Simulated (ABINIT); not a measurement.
# TiTe (Pm-3m) in ABINIT: a series of runs

One crystal, TiTe, is run at these levels: LDA+U; tasks: single point.

All numbers are computed with ABINIT 10.8.3 (patched build); they aren't measurements. Logs are shortened: lines on timing, memory, paths and dates and some standing lists are left out, and cuts for length are marked. The log counts tension as positive stress, the text compression.

## Step 1: The structure

Symmetry: Pm-3m, No. 221, cubic system. The conventional cell has a = 3.631 Å, b = 3.631 Å, c = 3.631 Å, α = 90.00°, β = 90.00°, γ = 90.00°. Ti (site symmetry m-3m) has 8 Te at 3.14 Å as nearest neighbours. Te (site symmetry m-3m) has 8 Ti at 3.14 Å as nearest neighbours.

The cell comes from a database or a generator and needn't be the stable form of this composition.

## Step 2: Single point, LDA+U, collinear spin, antiferromagnetic start (cell doubled along its third vector)

run.abi reads:

```
# Pseudopotentials
pp_dirpath "./"
pseudos "Ti.LDA_PW-JTH.xml, Te.LDA_PW-JTH.xml"

# Structure
acell 3*1.0
rprim
     6.8617715298     0.0000000000     0.0000000000
     0.0000000000     6.8617715298     0.0000000000
     0.0000000000     0.0000000000    13.7235430596
ntypat 2
znucl 22 52
natom 4
typat 1 1 2 2
xred
     0.0000000000     0.0000000000     0.0000000000
     0.0000000000     0.0000000000     0.5000000000
     0.5000000000     0.5000000000     0.2500000000
     0.5000000000     0.5000000000     0.7500000000

# Plane-wave basis
ecut 408.170794 eV
pawecutdg 30.0

# k points
kptopt 1
ngkpt 5 5 3
nshiftk 1
shiftk 0.0 0.0 0.0

# Exchange and correlation
ixc 7

# Bands and occupations
nband 22
occopt 7
tsmear 0.05 eV

# Spin
nsppol 2
spinat
     0.0000000000     0.0000000000     2.0000000000
     0.0000000000     0.0000000000    -2.0000000000
     0.0000000000     0.0000000000     0.0000000000
     0.0000000000     0.0000000000     0.0000000000

# DFT+U
usepawu 1
lpawu 2 -1
upawu 6.0 0.0 eV
jpawu 0.0 0.0 eV

# SCF cycle
nstep 100
tolvrs 1.0e-9

# Output
iomode 3
prtwf 0
prtden 0
prteig 0
prtebands 0
```

Potentials or basis: JTH PAW LDA v2.0.

Launch:

```console
> abinit run.abi > log 2>&1
```

run.abo:

```text
.Version 10.8.3 of ABINIT
 Magnetic group, Shubnikov type IV
 Fedorov space group P4/m m m (#123)
 Magnetic Bravais lattice tP_c (primitive tetrag., c-magnetic, #23)
================================================================================
 Values of the parameters that define the memory need of the present run
     intxc =       0    ionmov =       0      iscf =      17    lmnmax =      18
     lnmax =       6     mgfft =      48  mpssoang =       3    mqgrid =    3384
     natom =       4  nloc_mem =       2    nspden =       2   nspinor =       1
    nsppol =       2      nsym =      32    n1xccc =       1    ntypat =       2
    occopt =       7   xclevel =       1
       mpw =        1816          nfft =       27648          nkpt =          12
 PAW method is used; the additional fine FFT grid is defined by:
   mgfftf=        72    nfftf =     93312
================================================================================
================================================================================

--------------------------------------------------------------------------------
------------- Echo of variables that govern the present computation ------------
--------------------------------------------------------------------------------
 -outvars: echo values of preprocessed input variables --------
            acell      1.0000000000E+00  1.0000000000E+00  1.0000000000E+00 Bohr
              amu      4.78800000E+01  1.27600000E+02
             ecut      1.50000000E+01 Hartree
              ixc           7
         kptrlatt        5    0    0      0    5    0      0    0    3
          kptrlen      3.43088576E+01
            lpawu           2      -1
            natom           4
            nband          22
            ngfft          24      24      48
          ngfftdg          36      36      72
             nkpt          12
           nspden           2
           nsppol           2
            nstep         100
             nsym          32
           ntypat           2
           occopt           7
        pawecutdg      3.00000000E+01 Hartree
           prtden           0
        prtebands           0
           prteig           0
            prtwf           0
            rprim      6.8617715298E+00  0.0000000000E+00  0.0000000000E+00
                       0.0000000000E+00  6.8617715298E+00  0.0000000000E+00
                       0.0000000000E+00  0.0000000000E+00  1.3723543060E+01
          spgroup         123
           spinat      0.0000000000E+00  0.0000000000E+00  2.0000000000E+00
                       0.0000000000E+00  0.0000000000E+00 -2.0000000000E+00
                       0.0000000000E+00  0.0000000000E+00  0.0000000000E+00
                       0.0000000000E+00  0.0000000000E+00  0.0000000000E+00
           tolvrs      1.00000000E-09
           tsmear      1.83746611E-03 Hartree
            typat      1  1  2  2
            upawu      2.20495933E-01  0.00000000E+00 Hartree
          usepawu           1
           useylm           1
           xangst      0.0000000000E+00  0.0000000000E+00  0.0000000000E+00
                       0.0000000000E+00  0.0000000000E+00  3.6310931175E+00
                       1.8155465588E+00  1.8155465588E+00  1.8155465588E+00
                       1.8155465588E+00  1.8155465588E+00  5.4466396763E+00
            xcart      0.0000000000E+00  0.0000000000E+00  0.0000000000E+00
                       0.0000000000E+00  0.0000000000E+00  6.8617715298E+00
                       3.4308857649E+00  3.4308857649E+00  3.4308857649E+00
                       3.4308857649E+00  3.4308857649E+00  1.0292657295E+01
             xred      0.0000000000E+00  0.0000000000E+00  0.0000000000E+00
                       0.0000000000E+00  0.0000000000E+00  5.0000000000E-01
                       5.0000000000E-01  5.0000000000E-01  2.5000000000E-01
                       5.0000000000E-01  5.0000000000E-01  7.5000000000E-01
            znucl       22.00000   52.00000

================================================================================

 chkinp: Checking input parameters for consistency.

================================================================================
== DATASET  1 ==================================================================

--- !DatasetInfo
iteration_state: {dtset: 1, }
dimensions: {natom: 4, nkpt: 12, mband: 22, nsppol: 2, nspinor: 1, nspden: 2, mpw: 1816, }
cutoff_energies: {ecut:  15.0, pawecutdg:  30.0, }
electrons: {nelect:   3.60000000E+01, charge:   0.00000000E+00, occopt:   7.00000000E+00, tsmear:   1.83746611E-03, }
meta: {optdriver: 0, ionmov: 0, optcell: 0, iscf: 17, paral_kgb: 0, }
...

 Exchange-correlation functional for the present dataset will be:
  LDA: Perdew-Wang 92 LSD fit to Ceperley-Alder data - ixc=7
  J.P.Perdew and Y.Wang, PRB 45, 13244 (1992)
[... 180 lines left out ...]

 ----iterations are completed or convergence reached----

 Mean square residual over all n,k,spin=   37.287E-07; max=  51.253E-05
 reduced coordinates (array xred) for    4 atoms
       0.000000000000      0.000000000000      0.000000000000
       0.000000000000      0.000000000000      0.500000000000
       0.500000000000      0.500000000000      0.250000000000
       0.500000000000      0.500000000000      0.750000000000
 rms dE/dt=  0.0000E+00; max dE/dt=  0.0000E+00; dE/dt below (all hartree)
    1       0.000000000000      0.000000000000      0.000000000000
    2       0.000000000000      0.000000000000      0.000000000000
    3       0.000000000000      0.000000000000      0.000000000000
    4       0.000000000000      0.000000000000      0.000000000000

 cartesian coordinates (angstrom) at end:
    1      0.00000000000000     0.00000000000000     0.00000000000000
    2      0.00000000000000     0.00000000000000     3.63109311752980
    3      1.81554655876490     1.81554655876490     1.81554655876490
    4      1.81554655876490     1.81554655876490     5.44663967629470

 cartesian forces (hartree/bohr) at end:
    1     -0.00000000000000    -0.00000000000000    -0.00000000000000
    2     -0.00000000000000    -0.00000000000000    -0.00000000000000
    3     -0.00000000000000    -0.00000000000000    -0.00000000000000
    4     -0.00000000000000    -0.00000000000000    -0.00000000000000
 frms,max,avg= 0.0000000E+00 0.0000000E+00   0.000E+00  0.000E+00  0.000E+00 h/b

 cartesian forces (eV/Angstrom) at end:
    1     -0.00000000000000    -0.00000000000000    -0.00000000000000
    2     -0.00000000000000    -0.00000000000000    -0.00000000000000
    3     -0.00000000000000    -0.00000000000000    -0.00000000000000
    4     -0.00000000000000    -0.00000000000000    -0.00000000000000
 frms,max,avg= 0.0000000E+00 0.0000000E+00   0.000E+00  0.000E+00  0.000E+00 e/A
 length scales=  1.000000000000  1.000000000000  1.000000000000 bohr
              =  0.529177210544  0.529177210544  0.529177210544 angstroms
 Fermi (or HOMO) energy (hartree) =  -0.03738   Average Vxc (hartree)=  -0.38189
 Magnetization (Bohr magneton)=  1.13080670E-06
 Total spin up =  1.79999994E+01   Total spin down =  1.80000006E+01
 Eigenvalues (hartree) for nkpt=  12  k points, SPIN UP:
 kpt#   1, nband= 22, wtk=  0.01333, kpt=  0.0000  0.0000  0.0000 (reduced coord)
  -2.16572   -2.10968   -1.30548   -1.30422   -1.30422   -1.25094   -1.24849   -1.24849
  -0.52264   -0.48016   -0.28407   -0.15202   -0.12779   -0.08589   -0.08589   -0.08458
  -0.08458   -0.08425    0.00172    0.01377    0.04461    0.04942
      occupation numbers for kpt#   1
   1.00000    1.00000    1.00000    1.00000    1.00000    1.00000    1.00000    1.00000
   1.00000    1.00000    1.00000    1.00000    1.00000    1.00000    1.00000    1.00000
   1.00000    1.00000    0.00000    0.00000    0.00000    0.00000
 prteigrs : prtvol=0 or 1, do not print more k-points.

 Eigenvalues (hartree) for nkpt=  12  k points, SPIN DOWN:
 kpt#   1, nband= 22, wtk=  0.01333, kpt=  0.0000  0.0000  0.0000 (reduced coord)
  -2.16572   -2.10968   -1.30547   -1.30421   -1.30421   -1.25094   -1.24849   -1.24849
  -0.52264   -0.48016   -0.28407   -0.15202   -0.12779   -0.08589   -0.08589   -0.08458
  -0.08458   -0.08425    0.00172    0.01377    0.04459    0.05450
      occupation numbers for kpt#   1
   1.00000    1.00000    1.00000    1.00000    1.00000    1.00000    1.00000    1.00000
   1.00000    1.00000    1.00000    1.00000    1.00000    1.00000    1.00000    1.00000
   1.00000    1.00000    0.00000    0.00000    0.00000    0.00000
 prteigrs : prtvol=0 or 1, do not print more k-points.

--- !EnergyTerms
iteration_state     : {dtset: 1, }
comment             : Components of total free energy in Hartree
kinetic             :  2.06611865181493E+01
hartree             :  3.25626780311000E+01
xc                  : -1.46245492837037E+01
Ewald energy        : -9.12581136330548E+01
psp_core            :  1.49219052701656E+01
local_psp           : -9.32864622718396E+01
PAW spherical_terms : -3.09116898170066E+00
internal            : -1.34114524350884E+02
'-kT*entropy'       : -5.08973449570979E-05
total_energy        : -1.34114575248229E+02
total_energy_eV     : -3.64944350829524E+03
...

--- !EnergyTermsDC
iteration_state     : {dtset: 1, }
comment             : '"Double-counting" decomposition of free energy'
band_energy         : -2.81888616555132E+01
Ewald energy        : -9.12581136330548E+01
psp_core            :  1.49219052701656E+01
xc_dc               : -3.38653577112670E+01
PAW spherical_terms :  4.27590507163339E+00
internal            : -1.34114522658036E+02
'-kT*entropy'       : -5.08973449570979E-05
total_energy_dc     : -1.34114573555381E+02
total_energy_dc_eV  : -3.64944346223050E+03
...

--- !EnergyTermsWithPAWCore
iteration_state     : {dtset: 1, }
comment             : 'Components of total free energy, including PAW core contributions'
Total energy        : -1.52817767312610E+04
Total energy DC     : -1.52817767295682E+04
Total energy (eV)   : -4.15838329159188E+05
Total energy DC (eV): -4.15838329113123E+05
...

 Cartesian components of stress tensor (hartree/bohr^3)
  sigma(1 1)=  5.23180262E-05  sigma(3 2)=  0.00000000E+00
  sigma(2 2)=  5.23180262E-05  sigma(3 1)=  0.00000000E+00
  sigma(3 3)=  4.26319274E-05  sigma(2 1)=  0.00000000E+00

-Cartesian components of stress tensor (GPa)         [Pressure= -1.4443E+00 GPa]
- sigma(1 1)=  1.53924947E+00  sigma(3 2)=  0.00000000E+00
- sigma(2 2)=  1.53924947E+00  sigma(3 1)=  0.00000000E+00
- sigma(3 3)=  1.25427461E+00  sigma(2 1)=  0.00000000E+00

== END DATASET(S) ==============================================================
================================================================================

 -outvars: echo values of variables after computation  --------
            acell      1.0000000000E+00  1.0000000000E+00  1.0000000000E+00 Bohr
           etotal     -1.3411457356E+02
            fcart     -0.0000000000E+00 -0.0000000000E+00 -0.0000000000E+00
                      -0.0000000000E+00 -0.0000000000E+00 -0.0000000000E+00
                      -0.0000000000E+00 -0.0000000000E+00 -0.0000000000E+00
                      -0.0000000000E+00 -0.0000000000E+00 -0.0000000000E+00
            rprim      6.8617715298E+00  0.0000000000E+00  0.0000000000E+00
                       0.0000000000E+00  6.8617715298E+00  0.0000000000E+00
                       0.0000000000E+00  0.0000000000E+00  1.3723543060E+01
           strten      5.2318026164E-05  5.2318026164E-05  4.2631927400E-05
                       0.0000000000E+00  0.0000000000E+00  0.0000000000E+00
           xangst      0.0000000000E+00  0.0000000000E+00  0.0000000000E+00
                       0.0000000000E+00  0.0000000000E+00  3.6310931175E+00
                       1.8155465588E+00  1.8155465588E+00  1.8155465588E+00
                       1.8155465588E+00  1.8155465588E+00  5.4466396763E+00
             xred      0.0000000000E+00  0.0000000000E+00  0.0000000000E+00
                       0.0000000000E+00  0.0000000000E+00  5.0000000000E-01
                       5.0000000000E-01  5.0000000000E-01  2.5000000000E-01
                       5.0000000000E-01  5.0000000000E-01  7.5000000000E-01
 Calculation completed.
```

Run time: 70 s. Hardware: 1 thread of Arm Neoverse V1, shared host; peak memory 0.12 GiB.

What came out:

```yaml
Free_energy: -3649.4435 eV
Pressure: -1.4 GPa
Band_gap_on_the_k_mesh: 0.09 eV
Net_moment: 0.00 μB per cell
Site_moments: Ti +1.61, -1.61; Te +0.00 μB
Valence_electrons_inside_the_program's_atomic_spheres: Ti 10.01; Te 3.25
```

Eigenvalues of the final occupation matrices:
| site | spin | trace | eigenvalues |
| --- | --- | --- | --- |
| atom 1 | 1 | 1.75 | 0.06 0.06 0.06 0.78 0.80 |
| atom 1 | 2 | 0.13 | 0.01 0.01 0.04 0.04 0.04 |
| atom 2 | 1 | 0.13 | 0.01 0.01 0.04 0.04 0.04 |
| atom 2 | 2 | 1.75 | 0.06 0.06 0.06 0.78 0.80 |

Caveat: spin-orbit coupling is left out, which moves the levels of the heavy elements; an odd mesh through Γ misses points on the zone boundary, where band edges often lie; the U is typed as a test and isn't derived for this compound.

## Step 3: Single point, LDA+U, collinear spin, ferromagnetic start

run.abi reads:

```
# Pseudopotentials
pp_dirpath "./"
pseudos "Ti.LDA_PW-JTH.xml, Te.LDA_PW-JTH.xml"

# Structure
acell 3*1.0 Angstrom
rprim
     3.6310931200     0.0000000000     0.0000000000
     0.0000000000     3.6310931200     0.0000000000
     0.0000000000     0.0000000000     3.6310931200
ntypat 2
znucl 22 52
natom 2
typat 1 2
xred
     0.0000000000     0.0000000000     0.0000000000
     0.5000000000     0.5000000000     0.5000000000

# Plane-wave basis
ecut 15.0
pawecutdg 30.0

# k points
kptopt 1
ngkpt 5 5 5
nshiftk 1
shiftk 0.0 0.0 0.0

# Exchange and correlation
ixc 7

# Bands and occupations
nband 13
occopt 7
tsmear 0.00183747

# Spin
nsppol 2
spinat
     0.0000000000     0.0000000000     2.0000000000
     0.0000000000     0.0000000000     0.0000000000
spinmagntarget 0.0

# DFT+U
usepawu 1
lpawu 2 -1
upawu 6.0 0.0 eV
jpawu 0.0 0.0 eV

# SCF cycle
nstep 100
tolvrs 1.0e-9

# Output
iomode 3
prtwf 0
prtden 0
prteig 0
prtebands 0
```

Potentials or basis: JTH PAW LDA v2.0.

Launch:

```console
> abinit run.abi > log 2>&1
```

Run time: 7.7 s. Hardware: 1 thread of Arm Neoverse V1, shared host; peak memory 0.08 GiB.

Results (log left out):

```
Free energy                                           : -1823.8329 eV
Pressure                                              : -12.3 GPa
Net moment                                            : 0.00 μB per cell
Valence electrons inside the program's atomic spheres : Ti 9.83; Te 3.18
```

Eigenvalues of the final occupation matrices:
```csv
site,spin,trace,eigenvalues
atom 1,1,0.80,0.08 0.08 0.08 0.28 0.28
atom 1,2,0.80,0.08 0.08 0.08 0.28 0.28
```

Caveat: the moment is held away from its start; the total moment is fixed, so each spin has its own Fermi level; the U is typed as a test and isn't derived for this compound.
